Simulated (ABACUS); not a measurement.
## ZnSe (Stilleite) in ABACUS: the effect of exact exchange share

ZnSe (Stilleite):

```
Se Zn
1.0
     0.00000    2.83380    2.83380
     2.83380    0.00000    2.83380
     2.83380    2.83380    0.00000
Se Zn
1 1
Direct
  0.75000 0.75000 0.75000
  0.00000 0.00000 0.00000
```

Alike in all runs:

* Program: ABACUS 3.10.1
* Task: single point
* Potentials or basis: PseudoDojo NC SR 0.4.1 PBE standard
* Cutoff: 1361 eV
* Density cutoff: 5442 eV
* Basis: DZP LCAO (the cutoffs set its grid)
* k mesh: 4 × 4 × 4
* Occupations: fermi-dirac, width 0.05 eV
* Spin: no spin polarisation

```tsv
exact exchange share	functional	gap on the mesh (eV)
0.1	PBE0-type (share 0.1)	2.19
0.25	PBE0-type (share 0.25)	3.39
0.4	PBE0-type (share 0.4)	?
```

Task: What does the run with exact exchange share 0.4 give?

Result: gap on the mesh 4.64 eV.

Caveats: all runs use coarse meshes; the atomic orbitals were generated for these runs and aren't a published set; the hybrid runs on potentials with a model core; gaps of hybrids in this basis differ from plane-wave ones by up to 0.1 eV; the basis of atomic orbitals isn't converged, which shifts pressures, moduli and gaps.

Runs at the PBE level aren't shown here.
